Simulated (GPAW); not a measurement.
Consider GaAs (zinc-blende (GaAs)1-x(GaP)x, x = 0, F-43m).

```xyz
16
Lattice="0.0000 5.6530 5.6530 5.6530 0.0000 5.6530 5.6530 5.6530 0.0000" Properties=species:S:1:pos:R:3 pbc="T T T"
Ga    0.0000    0.0000    0.0000
As    1.4132    1.4132    1.4132
Ga    2.8265    2.8265    0.0000
As    4.2397    4.2397    1.4132
Ga    2.8265    0.0000    2.8265
As    4.2397    1.4132    4.2397
Ga    5.6530    8.4795    8.4795
As    7.0662    4.2397    4.2397
Ga    0.0000    2.8265    2.8265
As    1.4132    4.2397    4.2397
Ga    8.4795    5.6530    8.4795
As    4.2397    7.0662    4.2397
Ga    2.8265    2.8265    5.6530
As    4.2397    4.2397    7.0662
Ga    5.6530    5.6530    5.6530
As    7.0662    7.0662    7.0662
```

Absorber: atom 1, with 4 As at 2.45 Å (tetrahedral). Method: GPAW, LDA, excited-electron core hole (neutral cell), 16-atom cell with 8.0 Å between holes, 4×4×4 k points, dipole transitions, Gaussian full width 1.82 eV up to 4 eV, rising linearly to 3.5 eV at 25 eV.

Question: Where do the maxima of the Ga K edge fall?

Main maxima up to 27 eV above the zero (height): 4.2 eV (1.86), 12.0 eV (1.28) and 18.6 eV (0.79). A K edge sees empty p states on the absorber. 

The Ga K spectrum (energy from the bottom of the conduction band, which holds the excited electron; intensity scaled to a mean of 1 over the first 20 eV):

```
E (eV)  intensity
  -2.0       0.00
  -1.0       0.01
   0.0       0.12
   1.0       0.49
   2.0       1.00
   3.0       1.40
   4.0       1.82
   5.0       1.66
   6.0       1.18
   7.0       1.04
   8.0       0.97
   9.0       0.89
  10.0       0.96
  11.0       1.15
  12.0       1.28
  13.0       1.14
  14.0       0.88
  15.0       0.70
  16.0       0.63
  17.0       0.68
  18.0       0.77
  19.0       0.79
  20.0       0.75
  21.0       0.73
  22.0       0.73
  23.0       0.72
  24.0       0.70
  25.0       0.70
  26.0       0.72
  27.0       0.75
```

The script folds with a Gaussian, whereas the core hole's own line is a Lorentzian, so the onset is too steep and the first peak too high.

[Banner, clock and machine lines of the logs are left out without a mark of their own.]

[Logs are printed without paths, hosts, clocks, repeated set-up lines and the standing remarks that a program may print on its own settings, such as how far it seeks lower states.]

[Hosts, paths, dates, database ids (printed as entryN), source tags and the programs' standing remarks are cut or masked in the printed files.]

[Lists of maxima count a maximum above −3 eV only where it reaches 4 % of the highest in the window and stands out from its surroundings by 2 % of it (1.5 % where it reaches 55 %); shoulders and weaker maxima are passed over, and of the rest the first, up to two pre-edge ones and the few strongest are named.]
